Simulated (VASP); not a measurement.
A run of VASP 6.6.1:

Contents of INCAR:

```
ALGO     = Normal         # electronic algorithm
EDIFF    = 1E-7           # SCF threshold, eV
EDIFFG   = -0.005         # ionic threshold
ENCUT    = 600            # plane-wave cutoff, eV
GGA      = RP             # functional
IBRION   = 2              # ionic algorithm
ISIF     = 3              # what is computed and relaxed
ISMEAR   = 0              # smearing method
LASPH    = True           # aspherical terms in the spheres
LCHARG   = False          # write CHGCAR
LREAL    = False          # projectors in reciprocal space
LWAVE    = False          # write WAVECAR
NELM     = 100            # most SCF steps
NSW      = 90             # ionic steps
PREC     = Accurate       # precision mode
SIGMA    = 0.1            # smearing width, eV
```

File KPOINTS:

```
k-points
0
Gamma
  18 18 18
```

Contents of POSCAR:

```
Re
1.0
    0.0000000000      1.9442962900      1.9442962900
    1.9442962900      0.0000000000      1.9442962900
    1.9442962900      1.9442962900      0.0000000000
Re
1
Direct
    0.0000000000      0.0000000000      0.0000000000
```

Potentials or basis: VASP PAW PBE potentials, release 64 (Re).

Launch:

```bash
$ cat potpaw_PBE.64/Re/POTCAR > POTCAR
$ mpirun -np 1 vasp_std > vasp.out
```

Hardware: 1 thread of Intel(R) Xeon(R) Platinum 8175M CPU @ 2.50GHz (Skylake/Cascade Lake), with other jobs on the host.

Q: Estimate the wall time of this run.

A: Run time: 64 s on 1 thread of Intel(R) Xeon(R) Platinum 8175M CPU @ 2.50GHz (Skylake/Cascade Lake), on a shared host, peak memory 0.16 GiB. Counts: scf iterations 47, k points 195, ion steps 4.
